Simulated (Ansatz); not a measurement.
Al, DFT, PBE, all-electron LAPW, scalar-relativistic (Ansatz 0.2.0), run on 1 thread of Intel(R) Xeon(R) Platinum 8488C (Sapphire Rapids) on a shared host.

The cell is COD entry 4313206, as deposited and not checked against the literature; nothing was relaxed. The listed cell was then made from it by scaling, straining or moving an atom.

Command: `ansatz run input.yaml --threads 1 --pin off --max-ram 3072MiB --backend cpu --events-out ev --progress --plain --runs-dir out`

```yaml
crystal:
  lattice:
    - [0.0, 1.9835004, 2.02398]
    - [1.9835004, 0.0, 2.02398]
    - [1.9835004, 1.9835004, 0.0]
  atoms:
    - { symbol: Al, position: [0.0, 0.0, 0.0] }
kpoints:
  mp_grid: { grid: [14, 14, 14] }
  band_path:
    path:
      - [0.0, 0.0, 0.0]
      - [0.0, 0.5, 0.5]
      - [0.25, 0.75, 0.5]
      - [0.0, 0.5, 0.0]
      - [0.0, 0.0, 0.0]
      - [0.5, 0.5, 0.0]
      - [0.37005, 0.62995, 0.0]
      - [-0.37005, 0.37005, 0.0]
      - [0.0, 0.0, 0.0]
    npoints: 5
scf:
  occupations: { method: fermi_dirac, width: 0.05 }
hamiltonian:
  xc: pbe
  pseudopotentials: { kind: all_electron, lapw: { basis_error: 0.001 } }
output:
  forces: true
  stress: true
  eigenvalues: true
```

Q: How large is the problem that the program sets up?

A: 244 irreducible k-points, 59 plane waves at Γ, 10 bands.

Q: About how long does it take, and how much memory does it use?

A: 5.1 s of wall time for 5 SCF iterations, with a peak of 0.29 GiB. Times on shared machines scatter by tens of per cent.
